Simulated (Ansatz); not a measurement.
Input and output for Ca (sc type): DFT, PBE, all-electron LAPW, scalar-relativistic (Ansatz 0.2.0). This run: sc relaxed under pressure.

The cell comes from a relaxation on PAW files under the same functional, begun from a prototype that needn't be the stable phase.

Command: `ansatz run input.yaml --threads 1 --pin off --max-ram 3584MiB --backend cpu --events-out ev --progress --plain --runs-dir out` It took 4.1 s on 1 thread of Arm Neoverse V2, on a shared host, peak memory 0.23 GiB.

```yaml
crystal:
  lattice:
    - [3.342803058, 0.0, 0.0]
    - [0.0, 3.342803058, 0.0]
    - [0.0, 0.0, 3.342803058]
  atoms:
    - { symbol: Ca, position: [0.0, 0.0, 0.0] }
kpoints:
  mp_grid: { grid: [11, 11, 11] }
scf:
  occupations: { method: fermi_dirac, width: 0.08 }
hamiltonian:
  xc: pbe
  pseudopotentials: { kind: all_electron, lapw: { basis_error: 0.0005 } }
output:
  forces: true
  stress: true
  eigenvalues: true
relax:
  f_tol: 0.005
  max_steps: 12
  cell: { p_target: 2.2, stress_tol: 0.03 }
```

Output:

```
The last accepted step is kept in <dir> (removed where the run ends without a failure and the disk answers)
LAPW: plane waves up to 6.194 Å⁻¹, error target 5.0e-4 eV per atom; small_component_spin mean_spin; Ca in spheres of 1.621 Å, 10 of its electrons in bands, Dirac shells [] (how accurate: hamiltonian.pseudopotentials.lapw.basis_error, Limitations)
Engine: ansatz 0.2.0
Pseudopotentials: kind: all_electron
Pseudopotential: Ca, LAPW, valence charge 10, lapw/all_electron/scalar/gaussian/Ca, Koelling and Harmon's equation, gaussian nucleus
Functional definition: PBE
  parameter kappa = 0.804
  parameter beta = 0.06672455060314922
  exchange = pbe_x(kappa = kappa, mu = beta*pi^2/3)
  correlation = pbe_c(beta = beta)
Crystal: 1 atoms, lattice volume = 37.354 Å³
Basis set: ecut = 146.18792474707823 eV, 147 PW (Γ), exchange–correlation at level 2
Bands: 9, of which v1, the nominal top of the filled ones, is band 5 counted from 1 (4 counted from 0)
Symmetry: 48 space group operations
Space group: Pm-3m (ITA 221), of the structure as read, at distance tolerance 3.3e-5 Å
k-points: 56 of 1331
Non-local potential: Ca, projectors of the file, none
Initial density: superposition of atomic densities (chi_scale 0.1, normalization cell)
Initial wavefunctions: plane waves of lowest kinetic energy (no species holds an atomic orbital)
Functional: x = pbe(κ = 0.804, μ = 0.2195149727645171), c = pbe(β = 0.06672455060314922)
iter 1 solved again at ethr=3.24e-4 eV; its pass at ethr=1.00e-1 eV (dr2=3.24e-2 eV) is discarded
SCF iter   1: F=—  HF=-18514.038476 eV  |F-HF|=—  |Δ(HF+E_count)|=         —  Δρ=6.77e-3  dr2=3.23e-2  ethr=3.24e-4  ⟨swp⟩=3.1  Hψ=3859  notcnv=0
preconditioner: auto → none  [metal: Δε(μ)=0.009 eV  Ē_g=3.501 eV  σ=0.080 eV  W_gap=0.03  n_scr=6 (ndim 8)  ℏωp=8.6 eV  f_vac=0.000  D(μ)=0.97/eV (n_scr^D=6)  sad-step TF]
SCF iter   2: F=—  HF=-18514.042756 eV  |F-HF|=—  |Δ(HF+E_count)|=   4.28e-3  Δρ=5.50e-3  dr2=2.37e-2  ethr=3.23e-4  ⟨swp⟩=2.0  Hψ=1535  notcnv=0
iter 3 solved again at ethr=1.64e-6 eV; its pass at ethr=2.37e-4 eV (dr2=1.64e-4 eV) is discarded
SCF iter   3: F=—  HF=-18514.046684 eV  |F-HF|=—  |Δ(HF+E_count)|=   3.93e-3  Δρ=6.54e-4  dr2=1.64e-4  ethr=1.64e-6  ⟨swp⟩=2.0  Hψ=2565  notcnv=0
SCF iter   4: F=—  HF=-18514.045936 eV  |F-HF|=—  |Δ(HF+E_count)|=   7.48e-4  Δρ=6.93e-5  dr2=1.19e-6  ethr=1.64e-6  ⟨swp⟩=3.0  Hψ=1606  notcnv=0
SCF iter   5: F=—  HF=-18514.045945 eV  |F-HF|=—  |Δ(HF+E_count)|=   9.07e-6  Δρ=8.95e-6  dr2=2.15e-8  ethr=1.19e-8  ⟨swp⟩=3.0  Hψ=1606  notcnv=0
SCF iter   6: F=-18514.045944 eV  HF=-18514.045944 eV  |F-HF|=1.35e-10  |Δ(HF+E_count)|=   1.11e-7  Δρ=9.43e-7  dr2=4.75e-10  ethr=2.15e-10  ⟨swp⟩=3.0  Hψ=1612  notcnv=0
SCF 1 converged in 6 iterations: F = -18514.045944 eV  dr2 = 4.75e-10
relax step   1: F+E_penalty+E_count = -18514.04594447 eV  Δ(F+E_penalty+E_count) = +0.000e0 eV  max|allowed force component| = 0.000e0 eV/Å  Δτ_max = 0.0000 Å  P = +2.197 GPa  Ω = 37.354 Å³  (6 SCF iters, accepted)
Initial density: handed on by an earlier stage of this run
Initial wavefunctions: those handed on with the density
iter 1 solved again at ethr=4.75e-12 eV; its pass at ethr=1.00e-1 eV (dr2=4.75e-10 eV) is discarded
SCF iter   1: F=—  HF=-18514.045944 eV  |F-HF|=—  |Δ(HF+E_count)|=         —  Δρ=9.36e-7  dr2=4.72e-10  ethr=4.75e-12  ⟨swp⟩=6.3  Hψ=3467  notcnv=0
preconditioner: auto → none  [metal: Δε(μ)=0.026 eV  Ē_g=3.511 eV  σ=0.080 eV  W_gap=0.08  n_scr=6 (ndim 8)  ℏωp=8.6 eV  f_vac=0.000  D(μ)=0.95/eV (n_scr^D=6)]
SCF iter   2: F=-18514.045944 eV  HF=-18514.045944 eV  |F-HF|=2.18e-10  |Δ(HF+E_count)|=   2.68e-7  Δρ=4.65e-7  dr2=8.98e-11  ethr=4.72e-12  ⟨swp⟩=3.0  Hψ=1774  notcnv=0
SCF 2 converged in 2 iterations: F = -18514.045944 eV  dr2 = 8.98e-11
relax step   2: F+E_penalty+E_count = -18514.04594448 eV  Δ(F+E_penalty+E_count) = -5.384e-10 eV  max|allowed force component| = 0.000e0 eV/Å  Δτ_max = 0.0000 Å  P = +2.197 GPa  Ω = 37.354 Å³  stress off target by 2.52e-3 GPa  SCF on the basis re-selected at this cell (its energy is not comparable with the rows above)  (2 SCF iters)
basis re-selected at this cell: Δ(F+E_penalty+E_count) = -5.384e-10 eV, ΔP = +0.000 GPa vs the last step (what re-selecting the basis moved, after the strain that the cell walked since its last selection, with what the two solves' SCF thresholds leave and, on support functions, any second-order correction that the steps lacked; it is no measure of the basis error at this ecutwfc). This SCF's stress stands 2.52e-3 GPa from its target on what of the cell is left free (relax.cell.stress_tol is 3.00e-2 GPa) and its largest allowed force component is 0.00e0 eV/Å (relax.f_tol is 5.00e-3 eV/Å): within both
SCF converged after 2 iterations
Free energy (F): -18514.045944 eV
Harris-Foulkes:  -18514.045944 eV  (|F-HF|=2.18e-10)
Internal energy: -18514.026562 eV  (E = F + TS)
E sigma→0 (E₀):  -18514.036253 eV
Entropy (-TS):   -0.019383 eV (-19.383 meV/atom)
Fermi energy:    6.045275 eV
--- Per-component energies (eV) ---
  E_band       = -163.370638
  E_kinetic    = 18659.800507
  E_xc         = -983.894375
  E_electrostatic = -36189.932694  (all electrons and nuclei)
  E_smearing   = -0.019383  (= −TS)
  E_closure    = 0.000000  (closes the sum)
  E_atoms      = -18512.560587  (free atoms, spherical and without spin; not in F)
  Σ components = -18514.045944   (vs F -18514.045944, Δ=0.00e0)
  Basis errors (estimates in eV, not in F): energy 2.1e-4 per atom: plane waves 1.9e-4 (1.1e-4 summed), levels above the bands 9.2e-20, relativity 1.9e-9, radial functions 1.9e-5, core shells 3.8e-8; eigenvalues (radial functions only) 2.3e-7; not estimated: angular momenta, meshes, grids; target (lapw.basis_error) 5.0e-4; muffin-tin radii Ca 1.621 Å
--- Forces (eV/Å), atoms counted from 1 ---
  atom   1  Ca     0.00000000    -0.00000000     0.00000000
  max |Σ_I F_I| component: 1.03e-33 eV/Å
--- Stress (GPa, compression-positive) ---
        2.197475      -0.000000      -0.000000
       -0.000000       2.197475       0.000000
       -0.000000       0.000000       2.197475
  P = ⅓ Tr σ = 2.1975 GPa (21.975 kbar)
--- Band table (eV; the first three rows and the last of 56) ---
  k-point 0: bands = ["-35.9073", "-16.7474", "-16.7474", "-16.7474", "2.0203", "6.8667", "6.8667", "10.6402", "10.6402"]
  k-point 1: bands = ["-35.9047", "-16.7748", "-16.7451", "-16.7451", "2.1521", "6.9077", "6.9202", "10.4838", "10.4838"]
  k-point 2: bands = ["-35.8976", "-16.8478", "-16.7388", "-16.7388", "2.5349", "7.0198", "7.0215", "10.1157", "10.1157"]
  k-point 55: bands = ["-35.8125", "-16.9905", "-16.9895", "-16.9895", "6.5815", "6.7241", "6.7241", "11.1345", "11.1345"]
--- Relaxed structure (1 steps of the walk, 1 accepted, 1 SCFs on fresh bases) ---
  F+E_penalty+E_count = -18514.04594448 eV   max|allowed force component| = 0.000e0 eV/Å   (the final SCF, on the basis selected at the relaxed cell)
  cell:  # Å, volume = 37.3536 Å³
    - [3.342803058, 0.0, 0.0]
    - [0.0, 3.342803058, 0.0]
    - [0.0, 0.0, 3.342803058]
  atoms:
    - { symbol: Ca, position: [0.0, 0.0, 0.0] }
```

Next run (omega relaxed under pressure), as changes to the input before:

```diff
   lattice:
-    - [3.342803058, 0.0, 0.0]
-    - [0.0, 3.342803058, 0.0]
-    - [0.0, 0.0, 3.342803058]
+    - [6.0746979975, 0.0, 0.0]
+    - [-3.0373489987, 5.2608427861, 0.0]
+    - [0.0, 0.0, 3.5914739857]
   atoms:
+    - { symbol: Ca, position: [0.3333333333, 0.6666666667, 0.5] }
+    - { symbol: Ca, position: [0.6666666667, 0.3333333333, 0.5] }
 kpoints:
-  mp_grid: { grid: [11, 11, 11] }
+  mp_grid: { grid: [6, 6, 9] }
 scf:
```

Command: `ansatz run input.yaml --threads 1 --pin off --max-ram 3584MiB --backend cpu --events-out ev --progress --plain --runs-dir out` It took 12 s on 1 thread of Arm Neoverse V2, on a shared host, peak memory 0.29 GiB.

Results part of the output:

```
basis re-selected at this cell: Δ(F+E_penalty+E_count) = -3.696e-9 eV, ΔP = +0.000 GPa vs the last step (what re-selecting the basis moved, after the strain that the cell walked since its last selection, with what the two solves' SCF thresholds leave and, on support functions, any second-order correction that the steps lacked; it is no measure of the basis error at this ecutwfc). This SCF's stress stands 1.33e-2 GPa from its target on what of the cell is left free (relax.cell.stress_tol is 3.00e-2 GPa) and its largest allowed force component is 8.48e-18 eV/Å (relax.f_tol is 5.00e-3 eV/Å): within both
SCF converged after 2 iterations
Free energy (F): -55543.213447 eV
Harris-Foulkes:  -55543.213447 eV  (|F-HF|=6.18e-10)
Internal energy: -55543.106350 eV  (E = F + TS)
E sigma→0 (E₀):  -55543.159899 eV
Entropy (-TS):   -0.107097 eV (-35.699 meV/atom)
Fermi energy:    6.008685 eV
--- Per-component energies (eV) ---
  E_band       = -489.937752
  E_kinetic    = 55980.675256
  E_xc         = -2950.853839
  E_electrostatic = -108572.927768  (all electrons and nuclei)
  E_smearing   = -0.107097  (= −TS)
  E_closure    = 0.000000  (closes the sum)
  E_atoms      = -55537.681762  (free atoms, spherical and without spin; not in F)
  Σ components = -55543.213447   (vs F -55543.213447, Δ=0.00e0)
  Basis errors (estimates in eV, not in F): energy 1.8e-4 per atom: plane waves 1.8e-4 (9.8e-5 summed), levels above the bands 3.1e-11, relativity 3.3e-9, radial functions 8.9e-6, core shells 8.6e-9; eigenvalues (radial functions only) 1.2e-7; not estimated: angular momenta, meshes, grids; target (lapw.basis_error) 5.0e-4; muffin-tin radii Ca 1.701 Å
--- Forces (eV/Å), atoms counted from 1 ---
  atom   1  Ca    -0.00000000     0.00000000     0.00000000
  atom   2  Ca    -0.00000000     0.00000000     0.00000000
  atom   3  Ca     0.00000000    -0.00000000     0.00000000
  max |Σ_I F_I| component: 2.89e-18 eV/Å
--- Stress (GPa, compression-positive) ---
        2.213349      -0.000000       0.000000
       -0.000000       2.213349       0.000000
        0.000000       0.000000       2.196997
  P = ⅓ Tr σ = 2.2079 GPa (22.079 kbar)
--- Band table (eV; the first three rows and the last of 35) ---
  k-point 0: bands = ["-35.8644", "-35.8356", "-35.7817", "-16.9343", "-16.9343", "-16.8289", "-16.8289", "-16.7787", "-16.7433", "-16.7271", "-16.7271", "-16.7195", "1.7875", "6.0750", "6.1324", "6.1324", "6.1720", "6.1720", "6.8345"]
  k-point 1: bands = ["-35.8627", "-35.8341", "-35.7802", "-16.9319", "-16.9319", "-16.8241", "-16.8241", "-16.7985", "-16.7624", "-16.7406", "-16.7278", "-16.7278", "1.9564", "6.1491", "6.1491", "6.1775", "6.1775", "6.2030", "7.0775"]
  k-point 2: bands = ["-35.8583", "-35.8301", "-35.7763", "-16.9257", "-16.9257", "-16.8482", "-16.8111", "-16.8111", "-16.8103", "-16.7936", "-16.7307", "-16.7307", "2.4461", "6.1825", "6.1825", "6.1951", "6.1951", "6.3974", "7.7801"]
  k-point 34: bands = ["-35.8364", "-35.8364", "-35.7692", "-16.9609", "-16.9252", "-16.9252", "-16.8621", "-16.8462", "-16.8462", "-16.7590", "-16.7405", "-16.7405", "5.2389", "5.4948", "5.4948", "6.2071", "6.2071", "6.2118", "7.8508"]
--- Relaxed structure (1 steps of the walk, 1 accepted, 1 SCFs on fresh bases) ---
  F+E_penalty+E_count = -55543.21344725 eV   max|allowed force component| = 8.481e-18 eV/Å   (the final SCF, on the basis selected at the relaxed cell)
  cell:  # Å, volume = 114.7764 Å³
    - [6.074697997469135, -2.8867589814202637e-11, 0.0]
    - [-3.0373489987095676, 5.260842786141163, 0.0]
    - [0.0, 0.0, 3.5914739857]
  atoms:
    - { symbol: Ca, position: [0.0, 0.0, 0.0] }
    - { symbol: Ca, position: [0.33333333333333337, 0.6666666666666666, 0.49999999999999994] }
    - { symbol: Ca, position: [0.6666666666666667, 0.3333333333333333, 0.49999999999999994] }
```
